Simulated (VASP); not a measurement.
Crystal: I.

```
I
1.0
    -1.45385    1.51665    2.61300
     1.45385   -1.51665    2.61300
     1.45385    1.51665   -2.61300
I
1
Direct
  0.00000 0.00000 0.00000
```

```yaml
Program: VASP 6.6.1
Task: relaxation of cell and atoms
Functional: PBEsol
Potentials_or_basis: VASP PAW PBE potentials, release 64 (I)
Cutoff: 600 eV
k_mesh: 12 × 12 × 12
Occupations: gaussian, width 0.03 eV
Spin: no spin polarisation
```

At the start: pressure 28.3 GPa; volume 23.05 Å³/atom.

Problem. Where does the relaxation end?

Solution. Over 35 steps the energy falls by 775.2 meV/atom and the volume is 38.15 Å³/atom (+65.5 %); space group I4/mmm (No. 139, to 0.05 Å).

Step by step:
| step | energy change (eV) | largest force (eV/Å) | pressure (GPa) | volume (Å³) |
| --- | --- | --- | --- | --- |
| 1 | 0.0000 | 0.0000 | 28.31 | 23.05 |
| 2 | -0.4708 | 0.0000 | -4.08 | 39.47 |
| 3 | -0.5873 | 0.0000 | 0.36 | 32.07 |
| 4 | -0.5874 | 0.0000 | 0.01 | 32.38 |
| 5 | -0.6350 | 0.0000 | 0.07 | 32.82 |
| 6 | -0.7369 | 0.0000 | 2.00 | 33.78 |
| 7 | -0.7602 | 0.0000 | -0.20 | 37.08 |
| 8 | -0.7602 | 0.0000 | -0.86 | 38.52 |
| 9 | -0.7608 | 0.0000 | -0.57 | 37.84 |
| 10 | -0.7677 | 0.0000 | -0.09 | 38.34 |
| 11 | -0.7680 | 0.0000 | 0.07 | 38.45 |
| 12 | -0.7706 | 0.0000 | -0.18 | 38.66 |
| 13 | -0.7729 | 0.0000 | -0.41 | 38.88 |
| 14 | -0.7704 | 0.0000 | -0.81 | 39.30 |
| 15 | -0.7739 | 0.0000 | -0.52 | 39.01 |
| 16 | -0.7739 | 0.0000 | -0.56 | 39.06 |
| 17 | -0.7739 | 0.0000 | -0.53 | 39.03 |
| 18 | -0.7742 | 0.0000 | -0.45 | 38.96 |
| 19 | -0.7742 | 0.0000 | -0.48 | 38.98 |
| 20 | -0.7747 | 0.0000 | -0.34 | 38.84 |
| 21 | -0.7751 | 0.0000 | -0.02 | 38.54 |
| 22 | -0.7751 | 0.0000 | -0.03 | 38.54 |
| 23 | -0.7751 | 0.0000 | -0.03 | 38.53 |
| 24 | -0.7751 | 0.0000 | -0.02 | 38.49 |
| 25 | -0.7751 | 0.0000 | -0.01 | 38.41 |
| 26 | -0.7751 | 0.0000 | -0.01 | 38.24 |
| 27 | -0.7752 | 0.0000 | -0.07 | 38.36 |
| 28 | -0.7752 | 0.0000 | -0.02 | 38.34 |
| 29 | -0.7752 | 0.0000 | -0.01 | 38.30 |
| 30 | -0.7752 | 0.0000 | 0.02 | 38.24 |
| 31 | -0.7752 | 0.0000 | 0.07 | 38.11 |
| 32 | -0.7752 | 0.0000 | 0.01 | 38.17 |
| 33 | -0.7752 | 0.0000 | 0.04 | 38.15 |
| 34 | -0.7752 | 0.0000 | 0.02 | 38.15 |
| 35 | -0.7752 | 0.0000 | 0.01 | 38.15 |

Final structure:
```cif
data_structure
_symmetry_space_group_name_H-M 'P 1'
_symmetry_Int_Tables_number 1
_cell_length_a 4.3930
_cell_length_b 4.3930
_cell_length_c 4.3930
_cell_angle_alpha 137.570
_cell_angle_beta 137.567
_cell_angle_gamma 61.565
_cell_volume 38.15
loop_
_atom_site_label
_atom_site_type_symbol
_atom_site_fract_x
_atom_site_fract_y
_atom_site_fract_z
_atom_site_occupancy
I1 I 0.00000 0.00000 0.00000 1
```

Caveat: the volume moved by over 15 % at a fixed basis, so the end points are rough; the PAW data sets were made with another functional, which shifts forces and pressure a little; an odd number of electrons without spin polarisation forces a metal; a magnetic or distorted state may lie lower.
